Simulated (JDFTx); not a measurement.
Write the native input for JDFTx 1.7.0 (patched build) that does the following.

```yaml
Task: relaxation of cell and atoms
Functional: PBE
Dispersion: D3
Potentials_or_basis: PseudoDojo-SR-PBE-0.5-standard
Cutoff: 789 eV
Density_cutoff: 6313 eV
k_mesh: 10 × 10 × 5
Occupations: fermi-dirac, width 0.05 eV
Spin: no spin polarisation
Bands: 18
Density_cutoff_over_wavefunction_cutoff: 8
Max_SCF_steps: 100
SCF_threshold_on_the_energy: 1e-09 Ha
Solver_of_the_electrons: scf
Further_solve_for_the_empty_bands: no
```

The system is Hf.

```xyz
2
Lattice="3.1967 0.0000 0.0000 -1.5983 2.7684 0.0000 0.0000 0.0000 5.0578" Properties=species:S:1:pos:R:3 pbc="T T T"
Hf    1.5984    0.9228    3.7934
Hf    0.0000    1.8456    1.2645
```

One way to write it, as run:

Hf.in

```
lattice \
    6.0408875026    -3.0204437513     0.0000000000 \
    0.0000000000     5.2315620387     0.0000000000 \
    0.0000000000     0.0000000000     9.5578567931
coords-type Cartesian
ion Hf     3.0204437516     1.7438540127     7.1683925948 1
ion Hf    -0.0000000003     3.4877080260     2.3894641983 1

ion-species pseudo/Hf.upf
elec-cutoff 29 232
elec-ex-corr gga-PBE
van-der-waals D3
kpoint-folding 10 10 5
elec-smearing Fermi 0.0018374661
elec-n-bands 18
electronic-SCF nIterations 100 energyDiffThreshold 1e-09
electronic-minimize nIterations 30 energyDiffThreshold 1e-7
forces-output-coords Cartesian
lattice-minimize nIterations 40 energyDiffThreshold 1e-6

dump-name run.$VAR
dump End Ecomponents EigStats BandEigs Kpoints Forces Stress
```

Potentials or basis: PseudoDojo-SR-PBE-0.5-standard.

Command:

```console
$ jdftx -c 1 -i Hf.in -o Hf.out
```

Results of the run:

```yaml
Relaxed_volume: 21.79 Å³/atom
Relaxed_cell: a = 3.169 Å, b = 3.169 Å, c = 5.011 Å, α = 90.00°, β = 90.00°, γ = 120.00°
Space_group_after_relaxing_to_0.05_Å: P6_3/mmc (No. 194)
Energy_gained_by_relaxing: 5.3 meV/atom
Ionic_steps: 5
Pressure_after_relaxing: 0.0 GPa
Band_gap_on_the_k_mesh: none (metal or under the smearing width)
```

Caveat: pairwise dispersion overbinds metals, which lowers pressure and volume.

Wall time 3.1 min on 1 thread of Arm Neoverse V2 (shared host), peak memory 0.18 GiB.
